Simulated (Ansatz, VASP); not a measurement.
ZrB2 in VASP and in Ansatz

File INCAR:

```
SYSTEM = ZrB2
  PREC = Accurate
  ENCUT = 520
  EDIFF = 1E-8
  ISMEAR = -1
  SIGMA = 0.05
  LREAL = .False.
  LASPH = .True.
  NELM = 60
  ALGO = Normal
  ISIF = 2
  LWAVE = .False.
  LCHARG = .False.
  GGA = CA
  LEFG = .True.
  NBANDS = 16
```

KPOINTS

```
Automatic mesh
0
Gamma
  12 12 9
  0 0 0
```

POSCAR

```
ZrB2
1.0
    3.2066493363      0.0000000000      0.0000000000
   -1.6033246682      2.7770397863      0.0000000000
    0.0000000000      0.0000000000      3.5663211014
Zr B
1 2
Direct
    0.0000000000      0.0000000000      0.0000000000
    0.3333333333      0.6666666667      0.5000000000
    0.6666666667      0.3333333333      0.5000000000
```

Input for Ansatz:

```yaml
crystal:
  lattice:
    - [3.2066493363, 0.0, 0.0]
    - [-1.6033246682, 2.7770397863, 0.0]
    - [0.0, 0.0, 3.5663211014]
  atoms:
    - { symbol: Zr, position: [0.0, 0.0, 0.0] }
    - { symbol: B, position: [0.3333333333, 0.6666666667, 0.5] }
    - { symbol: B, position: [0.6666666667, 0.3333333333, 0.5] }
kpoints:
  mp_grid: { grid: [12, 12, 9] }
scf:
  occupations: { method: fermi_dirac, width: 0.05 }
hamiltonian:
  xc: lda
  pseudopotentials: { kind: paw }
output:
  forces: true
  stress: true
  eigenvalues: true
  efg: { contact_densities: true }
```

Change from the starting cell: volume scaled by 1.04, PAW files.

Alike in both runs: task electric field gradients; functional LDA; k mesh 12 × 12 × 9; occupations fermi-dirac, width 0.05 eV; no spin polarisation.

```csv
,VASP,Ansatz
version,VASP 6.6.1,Ansatz 0.2.0
potentials or method,"VASP PAW LDA potentials, release 64 (Zr_sv, B)","PAW with Ansatz's default frozen-core files, scalar-relativistic"
plane-wave cutoff (eV),520,420
valence electrons in the cell,18,18
```

```csv
,VASP,Ansatz,Ansatz less VASP
pressure (GPa),-15.3,-15.7,-0.40
largest component of the traceless stress (GPa),1.32,1.29,-0.030
Vzz of the field gradient on the site that differs most (V/Å²),44.3,46.8,+2.48
```

Ansatz warned: «gradients_without_spin_orbit».

Caveats: so large a pressure means that the cell lies far from this level's equilibrium, or that cutoff or potentials fall short (VASP).
